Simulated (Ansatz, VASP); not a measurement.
**One calculation of Re, two programs**

File INCAR:

```
SYSTEM = Re
ALGO = Normal
EDIFF = 1E-7
ENCUT = 520
GGA = PS
ISIF = 2
ISMEAR = -1
LASPH = .True.
LCHARG = .True.
LELF = .True.
LREAL = .False.
LVHAR = .True.
LWAVE = .False.
NBANDS = 14
NELM = 100
PREC = Accurate
SIGMA = 0.05
```

The input KPOINTS:

```
k-points
0
Gamma
  11 11 6
  0 0 0
```

The input POSCAR:

```
Re
1.0
    2.7044413289      0.0000000000      0.0000000000
   -1.3522206645      2.3421148939      0.0000000000
    0.0000000000      0.0000000000      4.3671907899
Re
2
Direct
    0.6666666667      0.3333333333      0.7500000000
    0.3333333333      0.6666666667      0.2500000000
```

input.yaml

```yaml
crystal:
  lattice:
    - [2.7044413289, 0.0, 0.0]
    - [-1.3522206645, 2.3421148939, 0.0]
    - [0.0, 0.0, 4.3671907899]
  atoms:
    - { symbol: Re, position: [0.6666666667, 0.3333333333, 0.75] }
    - { symbol: Re, position: [0.3333333333, 0.6666666667, 0.25] }
hamiltonian:
  xc: pbesol
  pseudopotentials: { kind: paw }
kpoints:
  mp_grid: { grid: [11, 11, 6] }
scf:
  occupations: { method: fermi_dirac, width: 0.05 }
output:
  forces: true
  stress: true
  eigenvalues: true
```

Alike in both runs: task single point; functional PBEsol; k mesh 11 × 11 × 6; occupations fermi-dirac, width 0.05 eV; no spin polarisation.

|  | VASP | Ansatz |
| --- | --- | --- |
| version | VASP 6.6.1 | Ansatz 0.2.0 |
| potentials or method | VASP PAW PBE potentials, release 64 (Re) | Ansatz PAW |
| plane-wave cutoff (eV) | 520 | 420 |
| valence electrons in the cell | 14 | 30 |

Ansatz gave:

```
gap on the k mesh at the Fermi level (eV)       : none
pressure (GPa)                                  : 22.1
largest component of the traceless stress (GPa) : 0.19
```

Q: What did VASP give for the same quantities?

A: gap on the k mesh at the Fermi level (eV): none; pressure (GPa): 22.8; largest component of the traceless stress (GPa): 0.10.

A gap of «none» marks a metal or a gap that the smearing closes. With one functional, cell and mesh, what is left measures potentials, basis and numerics. The two sets of potentials don't hold the same shells in valence.

Caveats: so large a pressure means that the cell lies far from this level's equilibrium, or that cutoff or potentials fall short (VASP); the potentials were made for another functional, which shifts forces and pressure (VASP); the PAW data sets come from PBE, with cores solved anew for the run's functional, which leaves a small shift of forces and pressure (Ansatz). Spin-orbit coupling is left out, which matters for the levels of Re.
